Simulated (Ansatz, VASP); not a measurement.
## One calculation of CdSe, two programs

```
Cd Se
1.0
     4.60224    0.02094    0.00000
    -2.28299    3.97519    0.00000
     0.00000    0.00000    6.00162
Cd Se
2 2
Direct
  0.33322 0.66665 0.25000
  0.66678 0.33335 0.75000
  0.66886 0.33329 0.25000
  0.33114 0.66671 0.75000
```

Change from the starting cell: shear_xy strain +0.9%.

Alike in both runs: task single point; functional PBE; k mesh 6 × 6 × 4; occupations fermi-dirac, width 0.02 eV; no spin polarisation.

|  | VASP | Ansatz |
| --- | --- | --- |
| version | VASP 6.6.1 | Ansatz 0.2.0 |
| potentials or method | VASP PAW PBE potentials, release 64 (Cd, Se) | plane waves, PAW |
| plane-wave cutoff (eV) | 520 | 420 |
| valence electrons in the cell | 36 | 72 |

|  | VASP | Ansatz | Ansatz less VASP |
| --- | --- | --- | --- |
| pressure (GPa) | 1.8 | 1.4 | -0.32 |
| largest component of the traceless stress (GPa) | 0.25 | 0.16 | -0.089 |

The two sets of potentials don't hold the same shells in valence.

A k mesh can miss the band edges.
